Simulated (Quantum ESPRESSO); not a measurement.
# Sb (I4/mcm) in Quantum ESPRESSO: further runs

Runs on Sb. Level: LDA. Tasks: single point, equation of state.

Program: Quantum ESPRESSO 7.5. These are calculated values, not measurements. Logs are shortened: lines on timing, memory, paths and dates and some standing lists are left out, and cuts for length are marked.

## Step 1: Starting point

It takes space group I4/mcm (No. 140, tetragonal). Conventional cell: a = 8.060 Å, b = 8.060 Å, c = 4.051 Å, α = 90.00°, β = 90.00°, γ = 90.00°. Around Sb (site symmetry m2m) lie 7 Sb at 3.03 to 3.45 Å.

This isn't the form of Sb at room conditions, which is rhombohedral.

## Step 2: Single point, LDA, 30.92 Å³/atom

Input file pw.in:

```
&CONTROL
  calculation = 'scf'
  prefix = 'pwscf'
  outdir = './tmp'
  pseudo_dir = './pseudo'
  tstress = .true.
  disk_io = 'nowf'
/
&SYSTEM
  ibrav = 0
  nat = 4
  ntyp = 1
  ecutwfc = 45
  ecutrho = 360
  nbnd = 40
  occupations = 'smearing'
  smearing = 'fd'
  degauss = 0.00367493
/
&ELECTRONS
  conv_thr = 8d-10
  electron_maxstep = 120
  mixing_beta = 0.5
/
ATOMIC_SPECIES
Sb   121.7600 sb_lda_v1.4.uspp.F.UPF
CELL_PARAMETERS angstrom
  -3.9477424451    3.9477424451    1.9841386384
   3.9477424451   -3.9477424451    1.9841386384
   3.9477424451    3.9477424451   -1.9841386384
ATOMIC_POSITIONS crystal
Sb     0.6512630600    0.1512630600    0.8025261200
Sb     0.1512630600    0.3487369400    0.5000000000
Sb     0.3487369400    0.8487369400    0.1974738800
Sb     0.8487369400    0.6512630600    0.5000000000
K_POINTS automatic
7 7 7 0 0 0
```

Potentials or basis: GBRV 1.5 LDA.

The run is started by

```sh
$ OMP_NUM_THREADS=1 mpirun -n 2 pw.x -nk 2 -in pw.in > pw.out
```

pw.out:

```text
This program is part of the open-source Quantum ESPRESSO suite
     for quantum simulation of materials; please cite
[... 6 lines left out ...]
     using ibrav=0 with symmetry is DISCOURAGED, use correct ibrav instead

     K-points division:     npool     =       2
     Subspace diagonalization in iterative solution of the eigenvalue problem:
     a serial algorithm will be used

     G-vector sticks info
     --------------------
     sticks:   dense  smooth     PW     G-vecs:    dense   smooth      PW
     Sum        2265    1117    349                96203    33917    5761

     Using Slab Decomposition

     bravais-lattice index     =            0
     lattice parameter (alat)  =      11.1967  a.u.
     unit-cell volume          =     834.6920 (a.u.)^3
     number of atoms/cell      =            4
     number of atomic types    =            1
     number of electrons       =        60.00
     number of Kohn-Sham states=           40
     kinetic-energy cutoff     =      45.0000  Ry
     charge density cutoff     =     360.0000  Ry
     scf convergence threshold =      8.0E-10
     mixing beta               =       0.5000
     number of iterations used =            8  plain     mixing
     Exchange-correlation=  SLA  PZ   NOGX NOGC
                           (   1   1   0   0   0   0   0)

     celldm(1)=  11.196711  celldm(2)=   0.000000  celldm(3)=   0.000000
     celldm(4)=   0.000000  celldm(5)=   0.000000  celldm(6)=   0.000000

     crystal axes: (cart. coord. in units of alat)
               a(1) = (  -0.666281   0.666281   0.334873 )
               a(2) = (   0.666281  -0.666281   0.334873 )
               a(3) = (   0.666281   0.666281  -0.334873 )

     reciprocal axes: (cart. coord. in units 2 pi/alat)
               b(1) = ( -0.000000  0.750434  1.493102 )
               b(2) = (  0.750434 -0.000000  1.493102 )
               b(3) = (  0.750434  0.750434  0.000000 )

     PseudoPot. # 1 for Sb read from file:
     sb_lda_v1.4.uspp.F.UPF
     Pseudo is Ultrasoft + core correction, Zval = 15.0
     Generated by new atomic code, or converted to UPF format
     Using radial grid of  891 points,  6 beta functions with:
                l(1) =   0
                l(2) =   0
                l(3) =   1
                l(4) =   1
                l(5) =   2
                l(6) =   2
     Q(r) pseudized with  8 coefficients,  rinner =    1.350   1.350   1.350
                                                       1.350   1.350

     atomic species   valence    mass     pseudopotential
     Sb               15.00   121.76000     Sb( 1.00)

     16 Sym. Ops., with inversion, found ( 8 have fractional translation)

   Cartesian axes

     site n.     atom                  positions (alat units)
         1        Sb     tau(   1) = (   0.2015673   0.8678480   0.0000000  )
         2        Sb     tau(   2) = (   0.4647134   0.2015673   0.0000000  )
         3        Sb     tau(   3) = (   0.4647134  -0.2015673   0.3348732  )
         4        Sb     tau(   4) = (   0.2015673   0.4647134   0.3348732  )

     number of k points=    40  Fermi-Dirac smearing, width (Ry)=  0.0037
                       cart. coord. in units 2pi/alat
        k(    1) = (   0.0000000   0.0000000   0.0000000), wk =   0.0058309
        k(    2) = (   0.1072049   0.1072049   0.0000000), wk =   0.0233236
        k(    3) = (   0.2144098   0.2144098   0.0000000), wk =   0.0233236
        k(    4) = (   0.3216148   0.3216148   0.0000000), wk =   0.0233236
        k(    5) = (   0.1072049  -0.0000000   0.2133003), wk =   0.0466472
        k(    6) = (   0.2144098   0.1072049   0.2133003), wk =   0.0932945
[... 32 lines left out ...]
        k(   39) = (  -0.0000000  -0.0000000   1.2798020), wk =   0.0116618
        k(   40) = (  -0.0000000   0.6432295  -0.0000000), wk =   0.0233236

     Dense  grid:    96203 G-vectors     FFT dimensions: (  72,  72,  72)

     Smooth grid:    33917 G-vectors     FFT dimensions: (  48,  48,  48)

     Check: negative core charge=   -0.000003

     Initial potential from superposition of free atoms

     starting charge      56.0000, renormalised to      60.0000
     Starting wfcs are   36 randomized atomic wfcs +    4 random wfcs

     Self-consistent Calculation

     iteration #  1     ecut=    45.00 Ry     beta= 0.50
     Davidson diagonalization with overlap
     ethr =  1.00E-02,  avg # of iterations =  6.4

     total energy              =    -737.29260084 Ry
     estimated scf accuracy    <       4.17945369 Ry

     iteration #  2     ecut=    45.00 Ry     beta= 0.50
     Davidson diagonalization with overlap
     ethr =  6.97E-03,  avg # of iterations =  2.0

     total energy              =    -738.17817987 Ry
     estimated scf accuracy    <       0.07434542 Ry

     iteration #  3     ecut=    45.00 Ry     beta= 0.50
     Davidson diagonalization with overlap
     ethr =  1.24E-04,  avg # of iterations =  4.5

     total energy              =    -738.18961657 Ry
     estimated scf accuracy    <       0.01299758 Ry

     iteration #  4     ecut=    45.00 Ry     beta= 0.50
     Davidson diagonalization with overlap
     ethr =  2.17E-05,  avg # of iterations =  4.3

     total energy              =    -738.19090988 Ry
     estimated scf accuracy    <       0.00176901 Ry

     iteration #  5     ecut=    45.00 Ry     beta= 0.50
     Davidson diagonalization with overlap
     ethr =  2.95E-06,  avg # of iterations =  3.3

     total energy              =    -738.19101807 Ry
     estimated scf accuracy    <       0.00003620 Ry

     iteration #  6     ecut=    45.00 Ry     beta= 0.50
     Davidson diagonalization with overlap
     ethr =  6.03E-08,  avg # of iterations =  2.0

     total energy              =    -738.19102304 Ry
     estimated scf accuracy    <       0.00000265 Ry

     iteration #  7     ecut=    45.00 Ry     beta= 0.50
     Davidson diagonalization with overlap
     ethr =  4.41E-09,  avg # of iterations =  2.0

     total energy              =    -738.19102372 Ry
     estimated scf accuracy    <       0.00000030 Ry

     iteration #  8     ecut=    45.00 Ry     beta= 0.50
     Davidson diagonalization with overlap
     ethr =  4.92E-10,  avg # of iterations =  2.0

     total energy              =    -738.19102376 Ry
     estimated scf accuracy    <          7.4E-09 Ry

     iteration #  9     ecut=    45.00 Ry     beta= 0.50
     Davidson diagonalization with overlap
     ethr =  1.23E-11,  avg # of iterations =  2.7

     End of self-consistent calculation

          k = 0.0000 0.0000 0.0000 (  4209 PWs)   bands (ev):

   -19.7598 -19.7598 -19.7099 -19.7029 -19.7029 -19.7000 -19.6659 -19.6439
   -19.6376 -19.6375 -19.6375 -19.6355 -19.5963 -19.5963 -19.5901 -19.5863
   -19.5863 -19.5748 -19.5739 -19.4960  -3.6376  -0.0268   1.2638   1.2638
     4.2672   7.6972   8.2498   8.2498   8.2672   8.3775   8.3775   9.0253
    12.0335  12.0335  12.5100  13.0209  15.4579  16.2872  16.8068  16.8068

          k = 0.1072 0.1072 0.0000 (  4217 PWs)   bands (ev):

   -19.7635 -19.7606 -19.7105 -19.7074 -19.7012 -19.6907 -19.6703 -19.6512
   -19.6442 -19.6392 -19.6298 -19.6252 -19.6032 -19.5948 -19.5880 -19.5865
   -19.5824 -19.5759 -19.5697 -19.4991  -3.5612  -0.4022   1.2910   1.4188
     4.6352   7.0981   7.6814   8.0227   8.3699   8.8478   9.1461   9.1526
    11.8544  12.0811  13.0976  13.2255  15.0087  15.8183  16.4477  16.8117

          k = 0.2144 0.2144 0.0000 (  4240 PWs)   bands (ev):

   -19.7709 -19.7623 -19.7166 -19.7017 -19.6970 -19.6806 -19.6784 -19.6602
   -19.6466 -19.6413 -19.6200 -19.6197 -19.6146 -19.5954 -19.5869 -19.5810
   -19.5803 -19.5691 -19.5625 -19.5082  -3.3509  -1.0722   1.3551   1.5953
     5.5237   6.4604   7.2485   7.6175   8.3528   9.2858   9.4182  10.1418
    11.9236  12.3561  13.5150  13.6732  13.9601  14.8203  16.3372  16.8437

          k = 0.3216 0.3216 0.0000 (  4230 PWs)   bands (ev):

   -19.7765 -19.7635 -19.7197 -19.6965 -19.6925 -19.6848 -19.6728 -19.6668
   -19.6468 -19.6423 -19.6228 -19.6227 -19.6112 -19.5894 -19.5888 -19.5849
   -19.5821 -19.5583 -19.5491 -19.5214  -3.1055  -1.5938   1.4097   1.6777
     6.1004   6.4835   7.0294   7.1605   8.3393   9.4510   9.6588  11.2012
    11.6005  12.7432  12.7883  13.4871  14.0742  14.4629  16.6285  16.9968

          k = 0.1072-0.0000 0.2133 (  4239 PWs)   bands (ev):

   -19.7629 -19.7581 -19.7041 -19.7004 -19.6936 -19.6858 -19.6796 -19.6577
   -19.6531 -19.6315 -19.6261 -19.6157 -19.6027 -19.5965 -19.5943 -19.5865
   -19.5856 -19.5776 -19.5655 -19.5131  -3.4022  -0.0743   1.2017   1.5580
     4.6571   5.9778   6.5186   6.7970   7.6634   9.5331   9.7129  11.3619
    11.7670  12.7112  13.0087  13.0852  14.3299  15.9403  16.2982  17.6501

          k = 0.2144 0.1072 0.2133 (  4241 PWs)   bands (ev):

   -19.7695 -19.7554 -19.7067 -19.7038 -19.6910 -19.6773 -19.6731 -19.6650
   -19.6608 -19.6286 -19.6255 -19.6159 -19.6099 -19.6017 -19.5885 -19.5851
   -19.5818 -19.5729 -19.5611 -19.5167  -3.2532  -0.5840   1.0553   1.8625
     5.0683   5.9206   6.4309   7.1905   7.4241   9.3025  10.3990  11.1419
    11.9136  12.3994  13.0954  13.4053  14.2537  15.5714  16.0278  16.8659
[... 243 lines left out ...]
   -19.8019 -19.7284 -19.7158 -19.7078 -19.6951 -19.6757 -19.6731 -19.6559
   -19.6507 -19.6423 -19.6412 -19.6306 -19.6047 -19.5980 -19.5870 -19.5811
   -19.5798 -19.5542 -19.5531 -19.5161  -3.0334  -1.2184  -0.2875   3.2731
     5.4084   6.4060   6.7146   7.9331   9.1412   9.6216  10.0202  10.5207
    11.9776  12.0370  13.1432  13.5170  13.7470  14.0278  15.7544  16.6440

          k = 0.1072 0.5360-0.0000 (  4247 PWs)   bands (ev):

   -19.8103 -19.7207 -19.7185 -19.7026 -19.6892 -19.6812 -19.6693 -19.6544
   -19.6544 -19.6432 -19.6418 -19.6404 -19.6058 -19.5984 -19.5860 -19.5806
   -19.5799 -19.5506 -19.5401 -19.5252  -2.7395  -1.5533  -0.5708   3.6474
     5.1400   6.5361   7.0965   7.7958   9.3603   9.7701  10.3147  11.2031
    11.6947  12.1835  12.2952  13.1839  13.6375  14.0767  14.9471  16.7503

          k =-0.0000-0.0000 1.2798 (  4268 PWs)   bands (ev):

   -19.8079 -19.7177 -19.7116 -19.6883 -19.6766 -19.6733 -19.6694 -19.6694
   -19.6608 -19.6608 -19.6418 -19.6418 -19.6043 -19.5969 -19.5866 -19.5843
   -19.5843 -19.5519 -19.5309 -19.5309  -1.8905  -1.4216  -1.4216   3.0059
     4.9729   7.3663   7.8689   8.1655   8.1655   9.3979   9.3979  11.2035
    11.4116  11.5754  13.1795  13.1795  13.3778  15.0929  15.5873  16.4677

          k =-0.0000 0.6432-0.0000 (  4250 PWs)   bands (ev):

   -19.8194 -19.7248 -19.6976 -19.6972 -19.6819 -19.6804 -19.6697 -19.6643
   -19.6633 -19.6579 -19.6347 -19.6344 -19.6141 -19.6018 -19.5830 -19.5791
   -19.5788 -19.5459 -19.5345 -19.5294  -2.3450  -1.5614  -1.2990   4.1638
     4.8400   6.3644   7.6806   7.9449   9.7239   9.9663  10.9264  11.3195
    11.6892  11.7580  11.8028  12.4841  13.3989  14.3050  14.8530  16.0478

     the Fermi energy is     9.3809 ev

!    total energy              =    -738.19102377 Ry
     estimated scf accuracy    <          6.6E-10 Ry
     smearing contrib. (-TS)   =      -0.00174847 Ry
     internal energy E=F+TS    =    -738.18927530 Ry

     The total energy is F=E-TS. E is the sum of the following terms:
     one-electron contribution =    -383.04700940 Ry
     hartree contribution      =     223.61936069 Ry
     xc contribution           =    -173.69116279 Ry
     ewald contribution        =    -405.07046380 Ry

     convergence has been achieved in   9 iterations

     Computing stress (Cartesian axis) and pressure

          total   stress  (Ry/bohr**3)                   (kbar)     P=       14.80
   0.00007579  -0.00000000   0.00000000           11.15       -0.00        0.00
   0.00000000   0.00007579   0.00000000            0.00       11.15        0.00
   0.00000000  -0.00000000   0.00015028            0.00       -0.00       22.11

=------------------------------------------------------------------------------=
   JOB DONE.
=------------------------------------------------------------------------------=
```

It took 31 s on 2 MPI ranks of AMD EPYC 9R45 (Zen 5), shared host; peak memory 0.6 GiB.

What came out:

```yaml
Free_energy: -10043.6005 eV
Pressure: 1.5 GPa
Band_gap_on_the_k_mesh: none (metal or under the smearing width)
```

## Step 3: Single point, LDA, 31.58 Å³/atom

Edit pw.in of step 2 so:

```diff
@@ -27,5 +27,5 @@
 CELL_PARAMETERS angstrom
-  -3.9477424451    3.9477424451    1.9841386384
-   3.9477424451   -3.9477424451    1.9841386384
-   3.9477424451    3.9477424451   -1.9841386384
+  -3.9755443643    3.9755443643    1.9981119061
+   3.9755443643   -3.9755443643    1.9981119061
+   3.9755443643    3.9755443643   -1.9981119061
 ATOMIC_POSITIONS crystal
```

Potentials or basis: GBRV 1.5 LDA.

The run is started by

```sh
$ OMP_NUM_THREADS=1 mpirun -n 2 pw.x -nk 2 -in pw.in > pw.out
```

It took 29 s on 2 MPI ranks of AMD EPYC 9R45 (Zen 5), shared host; peak memory 0.6 GiB.

The run converged. Its results:

```yaml
Free_energy: -10043.6181 eV
Pressure: 0.2 GPa
Band_gap_on_the_k_mesh: none (metal or under the smearing width)
```

## Step 4: Single point, LDA, 32.24 Å³/atom

Edit pw.in of step 3 so:

```diff
@@ -27,5 +27,5 @@
 CELL_PARAMETERS angstrom
-  -3.9755443643    3.9755443643    1.9981119061
-   3.9755443643   -3.9755443643    1.9981119061
-   3.9755443643    3.9755443643   -1.9981119061
+  -4.0029627780    4.0029627780    2.0118924237
+   4.0029627780   -4.0029627780    2.0118924237
+   4.0029627780    4.0029627780   -2.0118924237
 ATOMIC_POSITIONS crystal
```

The run is started by

```sh
$ OMP_NUM_THREADS=1 mpirun -n 2 pw.x -nk 2 -in pw.in > pw.out
```

Run time: 30 s. Hardware: 2 MPI ranks of AMD EPYC 9R45 (Zen 5), shared host; peak memory 0.62 GiB.

Results (log left out):

* Free energy: -10043.6159 eV
* Pressure: -0.9 GPa
* Band gap on the k mesh: none (metal or under the smearing width)

## Step 5: Single point, LDA, 32.90 Å³/atom

Edit pw.in of step 4 so:

```diff
@@ -27,5 +27,5 @@
 CELL_PARAMETERS angstrom
-  -4.0029627780    4.0029627780    2.0118924237
-   4.0029627780   -4.0029627780    2.0118924237
-   4.0029627780    4.0029627780   -2.0118924237
+  -4.0300106443    4.0300106443    2.0254867038
+   4.0300106443   -4.0300106443    2.0254867038
+   4.0300106443    4.0300106443   -2.0254867038
 ATOMIC_POSITIONS crystal
```

The run is started by

```sh
$ OMP_NUM_THREADS=1 mpirun -n 2 pw.x -nk 2 -in pw.in > pw.out
```

Run time: 30 s. Hardware: 2 MPI ranks of AMD EPYC 9R45 (Zen 5), shared host; peak memory 0.62 GiB.

The run converged. Its results:

```
Free energy            : -10043.5963 eV
Pressure               : -1.9 GPa
Band gap on the k mesh : none (metal or under the smearing width)
```

## Step 6: Single point, LDA, 33.55 Å³/atom

Edit pw.in of step 5 so:

```diff
@@ -27,5 +27,5 @@
 CELL_PARAMETERS angstrom
-  -4.0300106443    4.0300106443    2.0254867038
-   4.0300106443   -4.0300106443    2.0254867038
-   4.0300106443    4.0300106443   -2.0254867038
+  -4.0567002343    4.0567002343    2.0389009140
+   4.0567002343   -4.0567002343    2.0389009140
+   4.0567002343    4.0567002343   -2.0389009140
 ATOMIC_POSITIONS crystal
```

Potentials or basis: GBRV 1.5 LDA.

The run is started by

```sh
$ OMP_NUM_THREADS=1 mpirun -n 2 pw.x -nk 2 -in pw.in > pw.out
```

Wall time 30 s (2 MPI ranks of AMD EPYC 9R45 (Zen 5), shared host); peak memory 0.64 GiB.

Results (log left out):

```
Free energy            : -10043.5610 eV
Pressure               : -2.8 GPa
Band gap on the k mesh : none (metal or under the smearing width)
```

## Step 7: Single point, LDA, 34.21 Å³/atom

Edit pw.in of step 6 so:

```diff
@@ -27,5 +27,5 @@
 CELL_PARAMETERS angstrom
-  -4.0567002343    4.0567002343    2.0389009140
-   4.0567002343   -4.0567002343    2.0389009140
-   4.0567002343    4.0567002343   -2.0389009140
+  -4.0830431818    4.0830431818    2.0521409013
+   4.0830431818   -4.0830431818    2.0521409013
+   4.0830431818    4.0830431818   -2.0521409013
 ATOMIC_POSITIONS crystal
```

The run is started by

```sh
$ OMP_NUM_THREADS=1 mpirun -n 2 pw.x -nk 2 -in pw.in > pw.out
```

Run time: 31 s. Hardware: 2 MPI ranks of AMD EPYC 9R45 (Zen 5), shared host; peak memory 0.64 GiB.

The run converged. Its results:

* Free energy: -10043.5120 eV
* Pressure: -3.6 GPa
* Band gap on the k mesh: none (metal or under the smearing width)

## Step 8: Single point, LDA, 34.87 Å³/atom

Edit pw.in of step 7 so:

```diff
@@ -27,5 +27,5 @@
 CELL_PARAMETERS angstrom
-  -4.0830431818    4.0830431818    2.0521409013
-   4.0830431818   -4.0830431818    2.0521409013
-   4.0830431818    4.0830431818   -2.0521409013
+  -4.1090505274    4.1090505274    2.0652122148
+   4.1090505274   -4.1090505274    2.0652122148
+   4.1090505274    4.1090505274   -2.0652122148
 ATOMIC_POSITIONS crystal
```

The run is started by

```sh
$ OMP_NUM_THREADS=1 mpirun -n 2 pw.x -nk 2 -in pw.in > pw.out
```

It took 32 s on 2 MPI ranks of AMD EPYC 9R45 (Zen 5), shared host; peak memory 0.66 GiB.

It converged, with:

```
Free energy            : -10043.4506 eV
Pressure               : -4.3 GPa
Band gap on the k mesh : none (metal or under the smearing width)
```

## Step 9: Equation of state, LDA

Potentials or basis: GBRV 1.5 LDA.

This step only gathers the single runs of the series.

What came out:

| Quantity | Value |
| --- | --- |
| Equilibrium volume | 31.83 Å³/atom |
| Bulk modulus at fixed shape and positions | 55 GPa |
| Pressure derivative of the bulk modulus | 4.7 |

Energy against volume, from the lowest point:
```
volume (Å³/atom)  energy (meV/atom)
          30.922               4.39
          31.580               0.00
          32.238               0.56
          32.896               5.46
          33.554              14.27
          34.212              26.53
          34.870              41.87
```

Caveat: the cell was scaled at fixed shape and fractional positions, which overstates the stiffness of a crystal with free parameters, most of all of layers and chains.
